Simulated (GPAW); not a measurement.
A run of GPAW 26.7.0:

run.py

```python
from ase import Atoms
from ase.calculators.mixing import SumCalculator
from ase.filters import FrechetCellFilter
from ase.io import write
from ase.optimize import FIRE
from ase.units import GPa
from dftd4.ase import DFTD4
from gpaw import GPAW, PW

atoms = Atoms(['Hf', 'O', 'O'],
              cell=[[0.0, 2.5575, 2.5575],
                    [2.5575, 0.0, 2.5575],
                    [2.5575, 2.5575, 0.0]],
              scaled_positions=[[0.0, 0.0, 0.0],
                                [0.75, 0.75, 0.75],
                                [0.25, 0.25, 0.25]],
              pbc=True)

calc = GPAW(mode=PW(800),
            xc='revPBE',
            kpts={'size': (9, 9, 9), 'gamma': True},
            occupations={'name': 'fermi-dirac', 'width': 0.05},
            nbands=24,
            convergence={'density': 1e-05, 'forces': 0.0001},
            maxiter=150,
            txt='gpaw.txt')
atoms.calc = SumCalculator([calc, DFTD4(method='revpbe')])
opt = FIRE(FrechetCellFilter(atoms, scalar_pressure=10 * GPa), trajectory='relax.traj', logfile='-')
done = opt.run(fmax=0.05, steps=100)
calc.write('gs.gpw')
write('result.traj', atoms)
print('Converged:', done)
print('Cell:', atoms.cell.cellpar().round(4))
print('Volume:', round(atoms.get_volume(), 4))
print(atoms.get_scaled_positions().round(5))
```

Potentials or basis: the program's PAW data sets (release 1.2.1) made for this functional, pw.

Command:

```sh
$ OMP_NUM_THREADS=1 python run.py
```

Hardware: 1 thread of Arm Neoverse V1 (shared host).

Question: How long does it take, and how much memory?

Answer: Wall time 11 min on 1 thread of Arm Neoverse V1, with other jobs on the host, peak memory 0.59 GiB. Counts: scf iterations 105, plane waves 1759, bands 24, k points 35, ion steps 12.
